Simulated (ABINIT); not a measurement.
Here is an ABINIT 10.8.3 (patched build) calculation.

run.abi

```
# Pseudopotentials
pp_dirpath "./"
pseudos "W.upf, C.upf"

# Structure
acell 2.9065 2.9065 2.8366 Angstrom
rprim
     1.0000000000     0.0000000000     0.0000000000
    -0.5000000000     0.8660254038     0.0000000000
     0.0000000000     0.0000000000     1.0000000000
ntypat 2
znucl 74 6
natom 2
typat 1 2
xred
     0.0000000000     0.0000000000     0.0000000000
     0.6666666667     0.3333333333     0.5000000000

# Plane-wave basis
ecut 31.0

# k points
kptopt 1
ngkpt 8 8 7
nshiftk 1
shiftk 0.0 0.0 0.0

# Exchange and correlation
ixc 11

# Bands and occupations
nband 13
occopt 3
tsmear 0.00183747

# SCF cycle
nstep 100
tolvrs 1.0e-10

# Output
iomode 3
prtwf 0
prtden 0
prteig 0
prtebands 0
enunit 1
```

Potentials or basis: PseudoDojo NC SR PBE v0.4.1 standard.

The run is started by

```bash
$ abinit run.abi > log 2>&1
```

Problem. Predict the band gap on the k mesh.

Solution. None (metal or under the smearing width).

 The run has no spin-orbit coupling, so splittings on W are missing.
